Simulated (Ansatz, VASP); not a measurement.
# TiFe: VASP beside Ansatz

One calculation is typed for both programs; each brings its own data sets. How far apart do they land? The cell is taken from a series of runs on this material, whose earlier steps may have relaxed, scaled, displaced or heated it; both programs get it as it stands.

Program: Ansatz 0.2.0. Level of theory: plane waves, with VASP 6.6.1 beside it; elastic constants at LDA. Results are calculated unless marked as measured.

## 1. The structure

The structure is cubic, space group Pm-3m (No. 221). Conventional cell: a = 2.886 Å, b = 2.886 Å, c = 2.886 Å, α = 90.00°, β = 90.00°, γ = 90.00°. Ti has 8 Fe at 2.50 Å nearest. Nearest to Fe lie 8 Ti at 2.50 Å. Farther neighbours are not listed.

## 2. Ansatz: elastic constants, LDA

Ansatz runs on its default PAW (the set named soft_2) files.

Elastic constants are differences of stresses under small strains, so they test the stress and the mesh.

The input, input.yaml:

```yaml
crystal:
  lattice:
    - [2.8856870491, 0.0, 0.0]
    - [0.0, 2.8856870491, 0.0]
    - [0.0, 0.0, 2.8856870491]
  atoms:
    - { symbol: Ti, position: [0.5, 0.5, 0.5] }
    - { symbol: Fe, position: [0.0, 0.0, 0.0] }
kpoints:
  mp_grid: { grid: [12, 12, 12] }
hamiltonian:
  xc: lda
scf:
  occupations: { method: methfessel_paxton, width: 0.25 }
output:
  forces: true
  stress: true
  eigenvalues: true
elastic:
  mode: relaxed_ion
  stencil: two_point
  amplitude: 0.01
```

On the command line:

```
ansatz run input.yaml --threads 4 --pin off --max-ram 16384MiB --backend cpu --events-out ev --progress --plain --runs-dir out
```

Numbers of over 12 decimals in the logs are rounded to 6 here.

Log:

```text
Engine: ansatz 0.2.0, aarch64-unknown-linux-gnu
Pseudopotentials: kind: paw
Pseudopotential: Ti, paw, valence charge 12, recommended cutoff 420 eV (normal), Ti.paw.azcp
Pseudopotential: Fe, paw, valence charge 16, recommended cutoff 420 eV (normal), Fe.paw.azcp
Functional definition: SPW92
  exchange = slater_x
  correlation = pw_c
Crystal: 2 atoms, lattice volume = 24.030 Å³
Basis set: ecut = 420 eV, 461 PW (Γ)
Bands: 18, of which v1, the nominal top of the filled ones, is band 14 counted from 1 (13 counted from 0)
Symmetry: 48 space group operations
Space group: Pm-3m (ITA 221), of the structure as read, at distance tolerance 2.9e-5 Å
k-points: 84 of 1728
Non-local potential: Ti, projectors of the file, l = 0: 3, l = 1: 2, l = 2: 3, l = 3: 1
Non-local potential: Fe, projectors of the file, l = 0: 3, l = 1: 2, l = 2: 3, l = 3: 1
PAW form: soft (Blöchl's): semilocal exchange-correlation on the pseudo side does not see the compensation charge
PAW frozen core: Ti, regenerated for the run's functional, and the local potential with it (the file was generated under x = pbe(κ = 0.804, μ = 0.219515), c = pbe(β = 0.066725))
PAW frozen core: Fe, regenerated for the run's functional, and the local potential with it (the file was generated under x = pbe(κ = 0.804, μ = 0.219515), c = pbe(β = 0.066725))
PAW one-centre angular grid: Ti, 590 points (default); XC on 64 Gauss nodes
PAW one-centre angular grid: Fe, 590 points (default); XC on 64 Gauss nodes
Initial density: superposition of atomic densities (neutral atoms: chi_scale 0, normalization atom), corrected by the library's trained network
Initial wavefunctions: pseudopotential atomic-orbital guess
Functional: x = slater, c = lda
SCF iter   1: F=—  HF=-6871.342443 eV  |F-HF|=—  |Δ(HF+E_count)|=         —  Δρ=1.50e-2  dr2=3.15e-2  ethr=1.77e-3  ⟨swp⟩=3.2  Hψ=5380  notcnv=0
preconditioner: auto → none  [metal: Δε(μ)=0.004 eV  Ē_g=3.995 eV  σ=0.250 eV  W_gap=0.01  n_scr=6 (ndim 8)  ℏωp=26.2 eV  f_vac=0.000  D(μ)=0.51/eV (n_scr^D=0)  sad-step TF]
SCF iter   2: F=—  HF=-6871.339734 eV  |F-HF|=—  |Δ(HF+E_count)|=   2.71e-3  S|Δr|=    0.00e0  Δρ=5.46e-3  dr2=3.55e-3  ethr=1.12e-4  ⟨swp⟩=1.0  Hψ=2184  notcnv=0
SCF iter   3: F=—  HF=-6871.339513 eV  |F-HF|=—  |Δ(HF+E_count)|=   2.21e-4  S|Δr|=    0.00e0  Δρ=1.27e-3  dr2=1.64e-4  ethr=1.27e-5  ⟨swp⟩=1.0  Hψ=1512  notcnv=0
SCF iter   4: F=—  HF=-6871.339498 eV  |F-HF|=—  |Δ(HF+E_count)|=   1.50e-5  S|Δr|=    0.00e0  Δρ=2.70e-4  dr2=1.25e-5  ethr=5.87e-7  ⟨swp⟩=2.0  Hψ=2151  notcnv=0
SCF iter   5: F=—  HF=-6871.339489 eV  |F-HF|=—  |Δ(HF+E_count)|=   9.87e-6  S|Δr|=    0.00e0  Δρ=3.80e-5  dr2=1.95e-7  ethr=4.47e-8  ⟨swp⟩=2.7  Hψ=2048  notcnv=0
SCF iter   6: F=—  HF=-6871.339494 eV  |F-HF|=—  |Δ(HF+E_count)|=   5.83e-6  S|Δr|=    0.00e0  Δρ=2.30e-6  dr2=7.01e-10  ethr=6.97e-10  ⟨swp⟩=2.4  Hψ=2014  notcnv=0
SCF iter   7: F=—  HF=-6871.339494 eV  |F-HF|=—  |Δ(HF+E_count)|=  6.18e-11  S|Δr|=    0.00e0  Δρ=3.70e-7  dr2=1.36e-11  ethr=2.50e-12  ⟨swp⟩=2.0  Hψ=2572  notcnv=0
SCF iter   8: F=-6871.339494 eV  HF=-6871.339494 eV  |F-HF|=0.00e0  |Δ(HF+E_count)|=  4.55e-12  S|Δr|=    0.00e0  Δρ=1.80e-8  dr2=2.83e-14  ethr=1.00e-12  ⟨swp⟩=3.1  Hψ=6568  notcnv=0
SCF 1 converged in 8 iterations: F = -6871.339494 eV  dr2 = 2.83e-14
  greatest PAW one-centre occupation: 1.001 electrons in one spin orbital (limit 2), on the Fe atom at site 1 (counted from 0), in its partial waves of l = 1
Crystal: 2 atoms, lattice volume = 23.789 Å³
Symmetry: 16 space group operations
k-points: 196 of 1728
Initial density: handed on by an earlier stage of this run
Initial wavefunctions: those handed on with the density
iter 1 solved again at ethr=1.19e-5 eV; its pass at ethr=3.10e-3 eV (dr2=3.34e-3 eV) is discarded
SCF iter   1: F=—  HF=-6871.336350 eV  |F-HF|=—  |Δ(HF+E_count)|=         —  Δρ=3.96e-3  dr2=3.15e-3  ethr=1.19e-5  ⟨swp⟩=1.5  Hψ=19263  notcnv=0
preconditioner: auto → none  [metal: Δε(μ)=0.015 eV  Ē_g=4.029 eV  σ=0.250 eV  W_gap=0.05  n_scr=6 (ndim 8)  ℏωp=26.4 eV  f_vac=0.000  D(μ)=0.56/eV (n_scr^D=0)]
[...]
SCF 2 converged in 8 iterations: F = -6871.336114 eV  dr2 = 3.38e-14
Crystal: 2 atoms, lattice volume = 24.270 Å³
[...]
preconditioner: auto → none  [metal: Δε(μ)=0.020 eV  Ē_g=3.943 eV  σ=0.250 eV  W_gap=0.07  n_scr=6 (ndim 8)  ℏωp=26.1 eV  f_vac=0.000  D(μ)=0.57/eV (n_scr^D=0)]
[...]
SCF 3 converged in 7 iterations: F = -6871.336256 eV  dr2 = 1.35e-14
Crystal: 2 atoms, lattice volume = 24.029 Å³
Symmetry: 8 space group operations
k-points: 301 of 1728
[...]
preconditioner: auto → none  [metal: Δε(μ)=0.018 eV  Ē_g=3.987 eV  σ=0.250 eV  W_gap=0.06  n_scr=6 (ndim 8)  ℏωp=26.2 eV  f_vac=0.000  D(μ)=0.57/eV (n_scr^D=0)]
[...]
SCF iter   7: F=—  HF=-6871.338952 eV  |F-HF|=—  |Δ(HF+E_count)|=  2.00e-11  S|Δr|=    0.00e0  Δρ=1.02e-7  dr2=4.16e-13  ethr=6.37e-14 (applied; sched 1.00e-12)  ⟨swp⟩=2.1  Hψ=8706  notcnv=0
SCF iter   8: F=-6871.338952 eV  HF=-6871.338952 eV  |F-HF|=0.00e0  |Δ(HF+E_count)|=  1.82e-12  S|Δr|=    0.00e0  Δρ=7.21e-9  dr2=3.11e-15  ethr=1.00e-12  ⟨swp⟩=4.0  Hψ=19232  notcnv=0
SCF 4 converged in 8 iterations: F = -6871.338952 eV  dr2 = 3.11e-15
iter 1 solved again at ethr=4.66e-9 eV; its pass at ethr=3.10e-3 eV (dr2=1.30e-6 eV) is discarded
SCF iter   1: F=—  HF=-6871.338940 eV  |F-HF|=—  |Δ(HF+E_count)|=         —  Δρ=3.48e-4  dr2=1.27e-6  ethr=4.66e-9  ⟨swp⟩=2.2  Hψ=27523  notcnv=0
SCF iter   2: F=—  HF=-6871.338949 eV  |F-HF|=—  |Δ(HF+E_count)|=   8.87e-6  S|Δr|=    0.00e0  Δρ=1.71e-4  dr2=1.90e-7  ethr=4.54e-9  ⟨swp⟩=1.0  Hψ=5418  notcnv=0
SCF iter   3: F=—  HF=-6871.338952 eV  |F-HF|=—  |Δ(HF+E_count)|=   2.90e-6  S|Δr|=    0.00e0  Δρ=3.21e-5  dr2=4.36e-8  ethr=6.78e-10  ⟨swp⟩=2.3  Hψ=7227  notcnv=0
SCF iter   4: F=—  HF=-6871.338952 eV  |F-HF|=—  |Δ(HF+E_count)|=   7.22e-8  S|Δr|=    0.00e0  Δρ=2.59e-6  dr2=6.29e-11  ethr=1.56e-10  ⟨swp⟩=2.0  Hψ=7217  notcnv=0
SCF iter   5: F=—  HF=-6871.338952 eV  |F-HF|=—  |Δ(HF+E_count)|=  6.00e-10  S|Δr|=    0.00e0  Δρ=2.91e-7  dr2=4.31e-12  ethr=2.25e-13 (applied; sched 1.00e-12)  ⟨swp⟩=2.0  Hψ=9112  notcnv=0
SCF iter   6: F=—  HF=-6871.338952 eV  |F-HF|=—  |Δ(HF+E_count)|=  2.73e-12  S|Δr|=    0.00e0  Δρ=3.50e-8  dr2=1.15e-13  ethr=1.54e-14 (applied; sched 1.00e-12)  ⟨swp⟩=2.3  Hψ=8145  notcnv=0
SCF iter   7: F=-6871.338952 eV  HF=-6871.338952 eV  |F-HF|=2.73e-12  |Δ(HF+E_count)|=  9.09e-13  S|Δr|=    0.00e0  Δρ=8.73e-9  dr2=8.26e-15  ethr=1.00e-12  ⟨swp⟩=3.4  Hψ=15493  notcnv=0
SCF 5 converged in 7 iterations: F = -6871.338952 eV  dr2 = 8.26e-15
SCF converged after 8 iterations
Stability not checked: this state was not tested for a lower state beside it, because cold or Methfessel-Paxton smearing, or corrected tetrahedra, fill the levels in a way that the test cannot read (fill_not_monotonic; see scf.lower_state_search)
Free energy (F): -6871.339494 eV
Harris-Foulkes:  -6871.339494 eV  (|F-HF|=0.00e0)
Internal energy: -6871.343862 eV  (E = F + TS)
E sigma→0 (E₀):  -6871.340586 eV
Entropy (-TS):   0.004367 eV (2.184 meV/atom)
Fermi energy:    18.564295 eV
--- Per-component energies (eV) ---
  E_band       = -305.499513
  E_kinetic    = 634.963151
  E_local      = -2807.837473  (includes V_loc(G=0)·N_el)
  E_nonlocal   = 228.976926
  E_hartree    = 1193.048799
  E_xc         = -217.674818
  E_vxc        = -278.310296  (∫ρ·V_xc dr)
  E_paw        = -2303.590421  (= ΣΔE_a)
  E_vpaw       = -469.390382  (= ΣTr[D̂ρ^β])
  E_aug_tail   = 0.000963  (compensation charges beyond the density's cutoff)
  E_ewald      = -3599.958475
  E_core_change = 0.727486  (= ΣΔE_core)
  E_smearing   = 0.004367  (= −TS)
  E_closure    = 0.000000  (closes the sum)
  Σ components = -6871.339494   (vs F -6871.339494, Δ=0.00e0)
--- Forces (eV/Å), atoms counted from 1 ---
  atom   1  Ti     0.00000000    -0.00000000     0.00000000
  atom   2  Fe    -0.00000000     0.00000000     0.00000000
  max |Σ_I F_I| component: 2.26e-29 eV/Å
--- Stress (GPa, compression-positive) ---
       -0.000422      -0.000000       0.000000
       -0.000000      -0.000422       0.000000
        0.000000       0.000000      -0.000422
  P = ⅓ Tr σ = -0.0004 GPa (-0.004 kbar)
--- Band table (eV; the first three rows and the last of 84) ---
  k-point 0: bands = [... 10 lower, 14.4178, 17.4928, 17.4928, 17.4928, 19.9263, 19.9263, 22.0734, 22.0734]
  k-point 1: bands = [... 10 lower, 14.5047, 17.4821, 17.4821, 17.5280, 19.8287, 19.9644, 21.8397, 21.8397]
  k-point 2: bands = [... 10 lower, 14.7389, 17.4570, 17.4570, 17.6277, 19.5454, 20.0579, 21.2788, 21.2788]
  k-point 83: bands = [... 10 lower, 16.3468, 16.4987, 16.4987, 16.4987, 18.6387, 18.6387, 22.3779, 22.3779]
--- Elastic constants: 2 strain directions × 2 members + reference (group order 48) ---
  dense FFT box of the reference and of every strained cell: 20×20×20
  strains applied: 11, 23; error gains: componentwise 1.00 (the most a stress slope's error grows in a printed constant), spectral 1.73 (1 for all six strains in a standard setting)
  C = ∂σ_k/∂η_j (tension-positive GPa; Voigt order 11 22 33 23 13 12):
       441.566    118.477    118.477     -0.000     -0.000     -0.000
       118.477    441.566    118.477     -0.000     -0.000     -0.000
       118.477    118.477    441.566     -0.000     -0.000     -0.000
        -0.000     -0.000     -0.000     72.203      0.000      0.000
        -0.000     -0.000      0.000      0.000     72.203      0.000
        -0.000      0.000      0.000      0.000      0.000     72.203
  reference stress σ⁰ (GPa):      0.000      0.000      0.000     -0.000     -0.000      0.000
  C* (energy form; C + prestress term) asymmetry max|C*_kj − C*_jk| = 1.137e-13 GPa — a small one proves nothing (zero by symmetry where the batch's group is 432, −43m or m−3m); a large one is finite-difference/SCF noise where every solve meets its electron count
  moduli (Voigt/Reuss/Hill, GPa): K = 226.17/226.17/226.17   G = 107.94/92.71/100.33   E = 262.21   ν = 0.307
  mechanically stable: yes (min eigenvalue of sym C = 72.20 GPa)
  strain η (Voigt 11):  stress-route row diagonal C_11 = 441.57 GPa, energy-path curvature d²(F+E_count+ΔE)/dδ²/Ω₀ = 441.75 GPa
         δ    σ_11 (GPa)             F (eV)   n_scf  n_hpsi   n_pw
    -1.000e-2      -4.5558       -6871.3361139       8   62868    480   relax 0 steps, max|allowed force component| 3.87e-29 eV/Å
     1.000e-2       4.2756       -6871.3362556       7   58374    491   relax 0 steps, max|allowed force component| 9.47e-30 eV/Å
  strain η (Voigt 23):  stress-route row diagonal C_44 = 72.20 GPa, energy-path curvature d²(F+E_count+ΔE)/dδ²/Ω₀ = 72.10 GPa
         δ    σ_23 (GPa)             F (eV)   n_scf  n_hpsi   n_pw
    -1.000e-2      -0.7220       -6871.3389523       8  104447    483   relax 0 steps, max|allowed force component| 2.37e-29 eV/Å
     1.000e-2       0.7220       -6871.3389523       7   84981    483   relax 0 steps, max|allowed force component| 1.58e-30 eV/Å
```

(Continued in part 2 of 2.)

[Lines on the potential files, build, host, timing and source positions are cut from VASP's logs without a mark.]

[Logs are printed without paths, hosts, clocks, repeated set-up lines and the standing remarks that a program may print on its own settings, such as how far it seeks lower states.]

[Hosts, paths, dates, database ids (printed as entryN), source tags and the programs' standing remarks are cut or masked in the printed files.]
